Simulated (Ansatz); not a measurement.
Input, command and steps of an Ansatz relaxation.

```yaml
crystal:
  lattice:
    - [0.0, 7.3617871071, -7.4744493696]
    - [6.375494652, -3.6808935536, -7.4744493696]
    - [-6.375494652, -3.6808935536, -7.4744493696]
  atoms:
    - { symbol: W, position: [0.9993225509, 0.2493225509, 0.7493225509] }
    - { symbol: W, position: [0.2493225509, 0.9993225509, 0.7493225509] }
    - { symbol: W, position: [0.4993225509, 0.7493225509, 0.7493225509] }
    - { symbol: W, position: [0.9993225509, 0.4993225509, 0.4993225509] }
    - { symbol: W, position: [0.7493225509, 0.4993225509, 0.7493225509] }
    - { symbol: W, position: [0.2493225509, 0.2493225509, 0.4993225509] }
    - { symbol: W, position: [0.4993225509, 0.9993225509, 0.4993225509] }
    - { symbol: W, position: [0.9993225509, 0.7493225509, 0.2493225509] }
    - { symbol: W, position: [0.7493225509, 0.7493225509, 0.4993225509] }
    - { symbol: W, position: [0.2493225509, 0.4993225509, 0.2493225509] }
    - { symbol: W, position: [0.4993225509, 0.2493225509, 0.2493225509] }
    - { symbol: W, position: [0.9993225509, 0.9993225509, 0.9993225509] }
    - { symbol: W, position: [0.7493225509, 0.9993225509, 0.2493225509] }
    - { symbol: W, position: [0.2493225509, 0.7493225509, 0.9993225509] }
    - { symbol: W, position: [0.4993225509, 0.4993225509, 0.9993225509] }
    - { symbol: W, position: [0.7493225509, 0.2493225509, 0.9993225509] }
    - { symbol: S, position: [0.5959257297, 0.8459257297, 0.3459257297] }
    - { symbol: S, position: [0.8459257297, 0.5959257297, 0.3459257297] }
    - { symbol: S, position: [0.0959257297, 0.3459257297, 0.3459257297], spin: 0.143 }
    - { symbol: S, position: [0.5959257297, 0.0959257297, 0.0959257297] }
    - { symbol: S, position: [0.3459257297, 0.0959257297, 0.3459257297], spin: 0.143 }
    - { symbol: S, position: [0.8459257297, 0.8459257297, 0.0959257297] }
    - { symbol: S, position: [0.0959257297, 0.5959257297, 0.0959257297] }
    - { symbol: S, position: [0.5959257297, 0.3459257297, 0.8459257297] }
    - { symbol: S, position: [0.3459257297, 0.3459257297, 0.0959257297], spin: 0.143 }
    - { symbol: S, position: [0.8459257297, 0.0959257297, 0.8459257297] }
    - { symbol: S, position: [0.0959257297, 0.8459257297, 0.8459257297] }
    - { symbol: S, position: [0.5959257297, 0.5959257297, 0.5959257297] }
    - { symbol: S, position: [0.3459257297, 0.5959257297, 0.8459257297] }
    - { symbol: S, position: [0.8459257297, 0.3459257297, 0.5959257297] }
    - { symbol: S, position: [0.0959257297, 0.0959257297, 0.5959257297] }
    - { symbol: S, position: [0.3459257297, 0.8459257297, 0.5959257297] }
    - { symbol: S, position: [0.7360517194, 0.9860517194, 0.4860517194] }
    - { symbol: S, position: [0.9860517194, 0.7360517194, 0.4860517194] }
    - { symbol: S, position: [0.2360517194, 0.4860517194, 0.4860517194] }
    - { symbol: S, position: [0.7360517194, 0.2360517194, 0.2360517194] }
    - { symbol: S, position: [0.4860517194, 0.2360517194, 0.4860517194] }
    - { symbol: S, position: [0.9860517194, 0.9860517194, 0.2360517194], spin: 0.143 }
    - { symbol: S, position: [0.2360517194, 0.7360517194, 0.2360517194] }
    - { symbol: S, position: [0.7360517194, 0.4860517194, 0.9860517194] }
    - { symbol: S, position: [0.4860517194, 0.4860517194, 0.2360517194] }
    - { symbol: S, position: [0.9860517194, 0.2360517194, 0.9860517194], spin: 0.143 }
    - { symbol: S, position: [0.2360517194, 0.9860517194, 0.9860517194], spin: 0.143 }
    - { symbol: S, position: [0.7360517194, 0.7360517194, 0.7360517194] }
    - { symbol: S, position: [0.4860517194, 0.7360517194, 0.9860517194] }
    - { symbol: S, position: [0.9860517194, 0.4860517194, 0.7360517194] }
    - { symbol: S, position: [0.2360517194, 0.2360517194, 0.7360517194] }
    - { symbol: S, position: [0.4860517194, 0.9860517194, 0.7360517194] }
    - { symbol: H, position: [0.1640625, 0.1640625, 0.171875], spin: 0.143 }
  host:
    lattice:
      - [1.593873663, 0.9202233884, 7.4744493696]
      - [-1.593873663, 0.9202233884, 7.4744493696]
      - [0.0, -1.8404467768, 7.4744493696]
    atoms:
      - { symbol: W, position: [0.0006774491, 0.0006774491, 0.0006774491] }
      - { symbol: S, position: [0.4040742703, 0.4040742703, 0.4040742703] }
      - { symbol: S, position: [0.2639482806, 0.2639482806, 0.2639482806] }
basis:
  ecutwfc: 420
  xc_grid: 2
kpoints:
  mp_grid: { grid: [2, 2, 2], shift: [0.5, 0.5, 0.5] }
hamiltonian:
  xc: pbe
scf:
  occupations: { method: gaussian, width: 0.01 }
output:
  forces: true
  stress: false
  eigenvalues: true
  populations: true
  charged_corrections:
    defect_position: [0.1640625, 0.1640625, 0.171875]
    epsilon: [[11.5894, 0.0, 0.0], [0.0, 11.5894, 0.0], [0.0, 0.0, 3.2073]]
  write_density: true
  write_potential: true
  elf: true
  volumetric_format: npy
magnetization:
  spin_polarized: true
relax:
  adjacent_minimum: "off"
  f_tol: 0.025
  max_steps: 45
```

```bash
ansatz run input.yaml --threads 4 --pin off --max-ram 10240MiB --backend cpu --events-out ev --progress --plain --runs-dir out
```

Method: DFT PBE, scalar-relativistic, plane waves, PAW (Ansatz).

The cell holds a point defect: H interstitial, neutral.

Of 12 frames 4 are shown, positions in Å and forces in eV/Å; the SCF threshold varies from step to step.

```xyz
49
Lattice="0.0000 7.3618 -7.4744 6.3755 -3.6809 -7.4744 -6.3755 -3.6809 -7.4744" Properties=species:S:1:pos:R:3:forces:R:3 pbc="T T T" step=1 free_energy_over_end_meV_per_atom=3.01
W    -3.1877    3.6809  -14.9337    0.0040    0.0028    0.0085
W     1.5939   -4.6011  -14.9337    0.0044    0.0021    0.0085
W     0.0000   -1.8404  -14.9337   -0.0003   -0.0007   -0.0017
W     0.0000    3.6809  -14.9337   -0.0001   -0.0186   -0.0286
W    -1.5939    0.9202  -14.9337   -0.0008    0.0001   -0.0017
W    -1.5939   -0.9202   -7.4593    0.0173    0.0100    0.0321
W     3.1877   -1.8404  -14.9337   -0.0161    0.0092   -0.0286
W     3.1877    3.6809  -14.9337   -0.0043    0.0029    0.0087
W     1.5939    0.9202  -14.9337    0.0008    0.0005   -0.0018
W     1.5939   -0.9202   -7.4593   -0.0168    0.0091    0.0309
W     0.0000    1.8404   -7.4593   -0.0005   -0.0191    0.0309
W     0.0000    0.0000  -22.4082   -0.0009   -0.0005    0.0016
W     4.7816    0.9202  -14.9337    0.0003   -0.0052    0.0087
W    -1.5939   -4.6011  -14.9337   -0.0034    0.0015    0.0076
W    -3.1877   -1.8404  -14.9337    0.0137    0.0079   -0.0254
W    -4.7816    0.9202  -14.9337   -0.0004   -0.0037    0.0076
S     3.1877    0.0000  -13.3627    0.0006    0.0015    0.0032
S     1.5939    2.7607  -13.3627    0.0016   -0.0002    0.0032
S     0.0000   -1.8404   -5.8882   -0.0004    0.0166   -0.0007
S     0.0000    3.6809   -5.8882    0.0000    0.0071    0.0030
S    -1.5939    0.9202   -5.8882    0.0142   -0.0086   -0.0007
S     4.7816    2.7607  -13.3627    0.0009    0.0005    0.0043
S     3.1877   -1.8404   -5.8882    0.0061   -0.0036    0.0030
S    -3.1877    0.0000  -13.3627   -0.0003    0.0011    0.0032
S     1.5939    0.9202   -5.8882   -0.0122   -0.0070    0.0002
S    -4.7816    2.7607  -13.3627   -0.0008    0.0004    0.0040
S     0.0000   -5.5213  -13.3627    0.0000   -0.0009    0.0040
S     0.0000    0.0000  -13.3627    0.0000    0.0000    0.0004
S    -1.5939   -2.7607  -13.3627    0.0008   -0.0008    0.0032
S    -1.5939    2.7607  -13.3627   -0.0014   -0.0006    0.0032
S    -3.1877   -1.8404   -5.8882   -0.0061   -0.0035    0.0034
S     1.5939   -2.7607  -13.3627   -0.0012   -0.0009    0.0032
S     3.1877    0.0000  -16.5047   -0.0022   -0.0016   -0.0011
S     1.5939    2.7607  -16.5047   -0.0025   -0.0011   -0.0011
S     0.0000   -1.8404   -9.0303   -0.0001    0.0017   -0.0088
S     0.0000    3.6809   -9.0303    0.0004   -0.0043   -0.0040
S    -1.5939    0.9202   -9.0303    0.0014   -0.0010   -0.0088
S     4.7816    2.7607  -16.5047    0.0163    0.0094   -0.0035
S     3.1877   -1.8404   -9.0303   -0.0035    0.0025   -0.0040
S    -3.1877    0.0000  -16.5047    0.0019   -0.0011   -0.0011
S     1.5939    0.9202   -9.0303   -0.0015   -0.0008   -0.0086
S    -4.7816    2.7607  -16.5047   -0.0157    0.0089   -0.0056
S     0.0000   -5.5213  -16.5047   -0.0001   -0.0181   -0.0056
S     0.0000    0.0000  -16.5047    0.0000    0.0000   -0.0003
S    -1.5939   -2.7607  -16.5047   -0.0001    0.0022   -0.0011
S    -1.5939    2.7607  -16.5047    0.0019   -0.0008   -0.0010
S    -3.1877   -1.8404   -9.0303    0.0031    0.0018   -0.0042
S     1.5939   -2.7607  -16.5047    0.0002    0.0021   -0.0010
H    -0.0498   -0.0288   -3.7372    0.0019    0.0011   -0.0375
49
Lattice="0.0000 7.3618 -7.4744 6.3755 -3.6809 -7.4744 -6.3755 -3.6809 -7.4744" Properties=species:S:1:pos:R:3:forces:R:3 pbc="T T T" step=5 free_energy_over_end_meV_per_atom=2.52
W    -3.1878    3.6808  -14.9228    0.0056   -0.0002    0.0040
W     1.5937   -4.6011  -14.9228    0.0026    0.0050    0.0040
W    -0.0005   -1.8408  -14.9259    0.0002    0.0019   -0.0006
W    -0.0005    3.6803  -14.9255   -0.0002   -0.0181   -0.0193
W    -1.5945    0.9199  -14.9259    0.0017   -0.0008   -0.0006
W    -1.5923   -0.9193   -7.4433   -0.0111   -0.0064   -0.0005
W     3.1870   -1.8406  -14.9255   -0.0158    0.0089   -0.0193
W     3.1868    3.6807  -14.9228   -0.0063   -0.0002    0.0040
W     1.5934    0.9200  -14.9259   -0.0019   -0.0011   -0.0007
W     1.5913   -0.9193   -7.4432    0.0108   -0.0064    0.0002
W    -0.0005    1.8378   -7.4432   -0.0001    0.0125    0.0002
W    -0.0006   -0.0003  -22.3983    0.0001    0.0000    0.0124
W     4.7810    0.9195  -14.9228   -0.0033   -0.0054    0.0040
W    -1.5947   -4.6012  -14.9228   -0.0024    0.0055    0.0036
W    -3.1880   -1.8406  -14.9254    0.0147    0.0085   -0.0179
W    -4.7821    0.9195  -14.9228    0.0035   -0.0048    0.0036
S     3.1859   -0.0005  -13.3535    0.0026    0.0016    0.0016
S     1.5925    2.7593  -13.3535    0.0026    0.0015    0.0016
S    -0.0006   -1.8370   -5.8721   -0.0002    0.0515    0.0271
S    -0.0005    3.6819   -5.8755    0.0000    0.0067    0.0017
S    -1.5912    0.9179   -5.8721    0.0445   -0.0259    0.0271
S     4.7809    2.7603  -13.3521    0.0019    0.0011    0.0005
S     3.1883   -1.8414   -5.8755    0.0058   -0.0033    0.0017
S    -3.1869   -0.0005  -13.3535   -0.0023    0.0017    0.0017
S     1.5908    0.9185   -5.8724   -0.0411   -0.0238    0.0238
S    -4.7820    2.7603  -13.3521   -0.0018    0.0009    0.0006
S    -0.0005   -5.5215  -13.3521   -0.0002   -0.0020    0.0006
S    -0.0005   -0.0003  -13.3556   -0.0003   -0.0002    0.0032
S    -1.5939   -2.7597  -13.3535    0.0004   -0.0028    0.0017
S    -1.5935    2.7593  -13.3535   -0.0027    0.0011    0.0017
S    -3.1894   -1.8414   -5.8755   -0.0057   -0.0033    0.0014
S     1.5928   -2.7597  -13.3535   -0.0004   -0.0029    0.0017
S     3.1885   -0.0006  -16.4961   -0.0013   -0.0004    0.0028
S     1.5937    2.7616  -16.4961   -0.0010   -0.0010    0.0028
S    -0.0005   -1.8382   -9.0179   -0.0001   -0.0015    0.0024
S    -0.0005    3.6780   -9.0173    0.0001    0.0041   -0.0034
S    -1.5922    0.9187   -9.0179   -0.0014    0.0007    0.0024
S     4.7811    2.7604  -16.4939    0.0040    0.0023   -0.0062
S     3.1850   -1.8394   -9.0173    0.0036   -0.0020   -0.0034
S    -3.1895   -0.0005  -16.4960    0.0013   -0.0001    0.0023
S     1.5912    0.9187   -9.0179    0.0012    0.0007    0.0021
S    -4.7823    2.7604  -16.4939   -0.0032    0.0020   -0.0065
S    -0.0005   -5.5218  -16.4939    0.0001   -0.0037   -0.0065
S    -0.0005   -0.0003  -16.4975   -0.0002   -0.0001    0.0042
S    -1.5952   -2.7620  -16.4960    0.0006    0.0012    0.0023
S    -1.5948    2.7616  -16.4961    0.0008   -0.0010    0.0026
S    -3.1861   -1.8395   -9.0174   -0.0037   -0.0021   -0.0036
S     1.5942   -2.7619  -16.4961   -0.0005    0.0012    0.0026
H    -0.0254   -0.0146   -4.2563   -0.0016   -0.0009   -0.0718
49
Lattice="0.0000 7.3618 -7.4744 6.3755 -3.6809 -7.4744 -6.3755 -3.6809 -7.4744" Properties=species:S:1:pos:R:3:forces:R:3 pbc="T T T" step=8 free_energy_over_end_meV_per_atom=1.37
W    -3.1861    3.6814  -14.9113    0.0101    0.0036    0.0052
W     1.5952   -4.5999  -14.9113    0.0082    0.0070    0.0052
W     0.0001   -1.8406  -14.9120   -0.0016    0.0015    0.0010
W    -0.0001    3.6858  -14.9124    0.0030   -0.0702   -0.0568
W    -1.5939    0.9204  -14.9120    0.0005   -0.0021    0.0010
W    -1.5929   -0.9197   -7.4382   -0.0153   -0.0088   -0.0402
W     3.1920   -1.8430  -14.9124   -0.0593    0.0377   -0.0568
W     3.1858    3.6815  -14.9110   -0.0089    0.0023    0.0051
W     1.5939    0.9203  -14.9117   -0.0016   -0.0009    0.0003
W     1.5929   -0.9190   -7.4376    0.0104   -0.0073   -0.0189
W     0.0006    1.8389   -7.4376   -0.0011    0.0127   -0.0189
W    -0.0002   -0.0001  -22.3866    0.0000    0.0000    0.0004
W     4.7812    0.9182  -14.9110   -0.0024   -0.0089    0.0051
W    -1.5951   -4.5999  -14.9113   -0.0042    0.0059    0.0041
W    -3.1909   -1.8423  -14.9131    0.0201    0.0116   -0.0094
W    -4.7812    0.9185  -14.9113    0.0030   -0.0066    0.0041
S     3.1883   -0.0026  -13.3401    0.0100   -0.0099    0.0058
S     1.5919    2.7624  -13.3401   -0.0036    0.0136    0.0058
S    -0.0007   -1.7934   -5.8471   -0.0044    0.0719    0.0422
S     0.0002    3.6825   -5.8651    0.0004    0.0012   -0.0075
S    -1.5534    0.8961   -5.8471    0.0601   -0.0398    0.0422
S     4.7810    2.7603  -13.3413   -0.0010   -0.0006    0.0016
S     3.1892   -1.8411   -5.8651    0.0012   -0.0002   -0.0075
S    -3.1881   -0.0021  -13.3405   -0.0071   -0.0082    0.0040
S     1.5596    0.9004   -5.8503    0.0345    0.0199   -0.0287
S    -4.7812    2.7604  -13.3414    0.0011   -0.0009    0.0011
S    -0.0001   -5.5209  -13.3414   -0.0002    0.0014    0.0011
S    -0.0001   -0.0001  -13.3418    0.0003    0.0002    0.0037
S    -1.5959   -2.7599  -13.3405   -0.0106   -0.0021    0.0040
S    -1.5922    2.7624  -13.3403    0.0043    0.0124    0.0058
S    -3.1894   -1.8414   -5.8653   -0.0023   -0.0013   -0.0071
S     1.5962   -2.7601  -13.3403    0.0129   -0.0024    0.0058
S     3.1878   -0.0030  -16.4823   -0.0053   -0.0045    0.0077
S     1.5913    2.7622  -16.4823   -0.0066   -0.0023    0.0077
S     0.0002   -1.8384   -9.0100   -0.0010   -0.0084    0.0085
S     0.0000    3.6836   -9.0093   -0.0005    0.0126   -0.0060
S    -1.5921    0.9194   -9.0100   -0.0078    0.0033    0.0085
S     4.7808    2.7602  -16.4821   -0.0024   -0.0014    0.0061
S     3.1901   -1.8418   -9.0093    0.0107   -0.0068   -0.0060
S    -3.1878   -0.0022  -16.4829    0.0052   -0.0019    0.0060
S     1.5927    0.9195   -9.0105    0.0057    0.0033    0.0040
S    -4.7812    2.7604  -16.4824    0.0022   -0.0015    0.0063
S     0.0000   -5.5208  -16.4824   -0.0002    0.0027    0.0063
S     0.0001    0.0001  -16.4831    0.0012    0.0007    0.0091
S    -1.5958   -2.7596  -16.4829    0.0010    0.0054    0.0060
S    -1.5914    2.7624  -16.4825    0.0069   -0.0017    0.0066
S    -3.1907   -1.8421   -9.0097   -0.0129   -0.0074   -0.0056
S     1.5966   -2.7594  -16.4825    0.0020    0.0068    0.0066
H    -0.0566   -0.0327   -4.8399   -0.0548   -0.0316    0.0252
49
Lattice="0.0000 7.3618 -7.4744 6.3755 -3.6809 -7.4744 -6.3755 -3.6809 -7.4744" Properties=species:S:1:pos:R:3:forces:R:3 pbc="T T T" step=12 free_energy_over_end_meV_per_atom=0.00
W    -3.1778    3.6846  -14.9157    0.0007   -0.0020    0.0040
W     1.6021   -4.5943  -14.9157   -0.0014    0.0016    0.0040
W     0.0084   -1.8364  -14.9109    0.0036   -0.0009    0.0026
W     0.0082    3.6872  -14.9179    0.0005   -0.0066   -0.0049
W    -1.5862    0.9255  -14.9109    0.0010    0.0036    0.0026
W    -1.5941   -0.9204   -7.4606    0.0031    0.0018    0.0135
W     3.1973   -1.8365  -14.9179   -0.0054    0.0037   -0.0049
W     3.1886    3.6858  -14.9038   -0.0012   -0.0004   -0.0004
W     1.6013    0.9245  -14.9041    0.0037    0.0021    0.0032
W     1.5986   -0.9106   -7.4272    0.0001    0.0033    0.0028
W     0.0107    1.8398   -7.4272    0.0029   -0.0015    0.0028
W     0.0051    0.0030  -22.3831   -0.0015   -0.0009    0.0006
W     4.7863    0.9185  -14.9038   -0.0010   -0.0008   -0.0004
W    -1.5887   -4.5957  -14.9084    0.0000    0.0005    0.0002
W    -3.1756   -1.8335  -14.9143    0.0036    0.0021    0.0028
W    -4.7743    0.9220  -14.9084    0.0004   -0.0002    0.0002
S     3.1972   -0.0059  -13.3339   -0.0029   -0.0001   -0.0006
S     1.5935    2.7718  -13.3339   -0.0015   -0.0024   -0.0006
S    -0.0138   -1.7505   -5.8242   -0.0015   -0.0010   -0.0007
S     0.0084    3.6856   -5.8589    0.0007   -0.0006   -0.0026
S    -1.5228    0.8633   -5.8242   -0.0016   -0.0008   -0.0007
S     4.7863    2.7634  -13.3358    0.0023    0.0013   -0.0008
S     3.1960   -1.8356   -5.8589   -0.0002    0.0009   -0.0026
S    -3.1778    0.0054  -13.3388   -0.0013   -0.0006    0.0021
S     1.6099    0.9295   -5.8610    0.0052    0.0030   -0.0035
S    -4.7717    2.7656  -13.3414    0.0016    0.0006   -0.0001
S     0.0092   -5.5152  -13.3414    0.0013    0.0011   -0.0001
S     0.0058    0.0034  -13.3379   -0.0031   -0.0018   -0.0032
S    -1.5842   -2.7548  -13.3388   -0.0012   -0.0008    0.0021
S    -1.5834    2.7706  -13.3416   -0.0016   -0.0013   -0.0022
S    -3.1830   -1.8377   -5.8761    0.0013    0.0007   -0.0022
S     1.6076   -2.7566  -13.3416   -0.0019   -0.0007   -0.0022
S     3.1918    0.0031  -16.4785    0.0016    0.0011   -0.0013
S     1.5986    2.7626  -16.4785    0.0018    0.0008   -0.0013
S     0.0132   -1.8360   -9.0102    0.0013    0.0017   -0.0009
S     0.0055    3.6838   -9.0022   -0.0017   -0.0013   -0.0028
S    -1.5834    0.9294   -9.0102    0.0021    0.0003   -0.0009
S     4.7837    2.7618  -16.4741   -0.0020   -0.0011    0.0001
S     3.1930   -1.8371   -9.0022   -0.0020   -0.0008   -0.0028
S    -3.1799    0.0064  -16.4831   -0.0012   -0.0005    0.0010
S     1.6015    0.9246   -9.0058   -0.0020   -0.0012    0.0013
S    -4.7782    2.7616  -16.4806    0.0015    0.0001   -0.0006
S     0.0025   -5.5188  -16.4806    0.0008    0.0013   -0.0006
S     0.0099    0.0057  -16.4786    0.0011    0.0007   -0.0007
S    -1.5844   -2.7571  -16.4831   -0.0010   -0.0008    0.0010
S    -1.5816    2.7642  -16.4858   -0.0002    0.0014   -0.0019
S    -3.1957   -1.8450   -9.0234    0.0035    0.0020   -0.0023
S     1.6030   -2.7518  -16.4858    0.0011   -0.0009   -0.0019
H    -0.4364   -0.2519   -4.9316   -0.0095   -0.0055    0.0033
```

It took 21 min on 4 threads of Intel(R) Xeon(R) Processor @ 2.70GHz, on a shared host, peak memory 5.1 GiB.

Spin-orbit coupling is left out, which matters for the bands of heavy elements.